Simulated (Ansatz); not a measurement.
**LDA, PBE, PBEsol and r²SCAN on RbCl**

```
Rb Cl
1.0
     0.00000    3.27400    3.27400
     3.27400    0.00000    3.27400
     3.27400    3.27400    0.00000
Rb Cl
1 1
Direct
  0.00000 0.00000 0.00000
  0.50000 0.50000 0.50000
```

Atom numbers follow the list: Rb1, Cl2.

Conventional cell: a = 6.548 Å, b = 6.548 Å, c = 6.548 Å, α = 90.00°, β = 90.00°, γ = 90.00°. Around Rb (atom 1) lie 6 Cl at 3.27 Å. Cl (atom 2) has 6 Rb at 3.27 Å as nearest neighbours.

The cell is COD entry 8103714, as deposited and not checked against the literature; nothing was relaxed. It differs from other determinations.

One fixed cell is solved with several functionals by PAW (frozen-core files) in Ansatz 0.2.0, scalar-relativistically. A positive pressure means that the functional wants a larger cell.

The PAW files were made with PBE; their cores are remade for each functional.

Numerical set-up: a Γ-centred 7×7×7 k mesh, Fermi–Dirac smearing of 0.02 eV, cutoff 420 eV, no spin polarisation.

Cutoffs: PBE 420 eV, LDA 420 eV, PBEsol 420 eV, r²SCAN 500 eV.

```tsv
setting	P (GPa)	gap over the k mesh and a high-symmetry path (eV)	lowest level at Γ above −25 eV, from the valence-band top or, without a gap, the Fermi level (eV)
PBE	1.15	5.05	-23.89
LDA	-1.41	4.60	-23.82
PBEsol	-0.04	?	-23.84
r²SCAN	?	5.65	-24.63
```

(1) Give the missing entry: row "PBEsol", column "gap over the k mesh and a high-symmetry path (eV)".

(2) Fill in "P (GPa)" for the row "r²SCAN".

Answers

(1) 4.89.

(2) 0.55.
